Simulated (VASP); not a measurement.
# MgO in VASP 6.6.1, single-point calculation

INCAR

```
IBRION = -1
LASPH = .TRUE.
NSW = 0
GGA = PE
ISIF = 2
EDIFF = 1E-14
NBANDS = 11
ENCUT = 520
LREAL = .FALSE.
NELM = 93
ISMEAR = -1
LWAVE = .FALSE.
PREC = Accurate
LCHARG = .FALSE.
SIGMA = 0.02
```

KPOINTS

```
KPOINTS created by Atomic Simulation Environment
0
Gamma
10 10 10
0 0 0
```

POSCAR

```
Mg O
 1.0000000000000000
     0.0194450486000000    2.1021674168000000    2.1021674168000000
     2.1021674168000000    0.0194450486000000    2.1021674168000000
     2.1216124654000001    2.1216124654000001    0.0000000000000000
 Mg  O
   1   1
Cartesian
  0.0000000000000000  0.0000000000000000  0.0000000000000000
  2.1216124654000001  2.1216124654000001  2.1021674168000004
```

The recommended PBE PAW datasets give the neutral cell 8 valence electrons.

Command

```
mpirun -np 1 vasp_std
```

Question: Predict the outcome of this run.

Answer: It converged. Results: gap between bands v and c on the k mesh 4.71 eV; least direct gap on the k mesh 4.71 eV; pressure 4.9 GPa. Band v is the last that the valence electrons fill when counted band by band, and c is the next.

OSZICAR

```
N       E                     dE             d eps       ncg     rms          rms(c)
DAV:   1     0.127774967781E+02    0.12777E+02   -0.46543E+03  4338   0.646E+02
DAV:   2    -0.129586598451E+02   -0.25736E+02   -0.25181E+02  4403   0.135E+02
DAV:   3    -0.134602908282E+02   -0.50163E+00   -0.50123E+00  4487   0.163E+01
DAV:   4    -0.134614467145E+02   -0.11559E-02   -0.11559E-02  4191   0.904E-01
DAV:   5    -0.134614505264E+02   -0.38118E-05   -0.38117E-05  4419   0.507E-02    0.722E+00
DAV:   6    -0.119162827629E+02    0.15452E+01   -0.87313E+00  3927   0.163E+01    0.221E+00
DAV:   7    -0.119050958562E+02    0.11187E-01   -0.56009E-02  4143   0.209E+00    0.134E+00
DAV:   8    -0.118999859382E+02    0.51099E-02   -0.27392E-02  3981   0.186E+00    0.237E-01
DAV:   9    -0.118996057686E+02    0.38017E-03   -0.60139E-04  4299   0.170E-01    0.131E-01
DAV:  10    -0.118995952709E+02    0.10498E-04   -0.50463E-04  4209   0.165E-01    0.930E-03
...
DAV:  20    -0.118995964250E+02    0.37517E-11    0.82918E-14  2863   0.526E-08    0.103E-08
DAV:  21    -0.118995964250E+02   -0.52864E-11    0.93432E-14  2698   0.149E-08    0.203E-09
DAV:  22    -0.118995964250E+02   -0.26148E-11   -0.37220E-14  2566   0.527E-09    0.224E-10
DAV:  23    -0.118995964250E+02    0.42633E-11    0.14090E-13  2706   0.107E-09    0.648E-11
DAV:  24    -0.118995964250E+02    0.86402E-11   -0.73277E-13  2530   0.339E-10    0.344E-11
DAV:  25    -0.118995964250E+02   -0.15348E-11   -0.79997E-13  2494   0.127E-10    0.130E-11
DAV:  26    -0.118995964250E+02    0.11426E-10   -0.52519E-13  2609   0.352E-11    0.664E-12
DAV:  27    -0.118995964250E+02   -0.63096E-11   -0.32358E-13  2469   0.209E-11    0.365E-13
DAV:  28    -0.118995964250E+02   -0.79581E-12   -0.60889E-13  2389   0.754E-12
   1 F= -.11899596E+02 E0= -.11899596E+02  d E =-.626340E-12
```

One setting is odd (threshold below the noise), but here it hardly changes the result.

On sound settings PBE gives a gap of 4.71 eV on its mesh and a pressure of 4.9 GPa for the intended cell. This run's energy (σ→0) differs from it by 0 meV an atom.
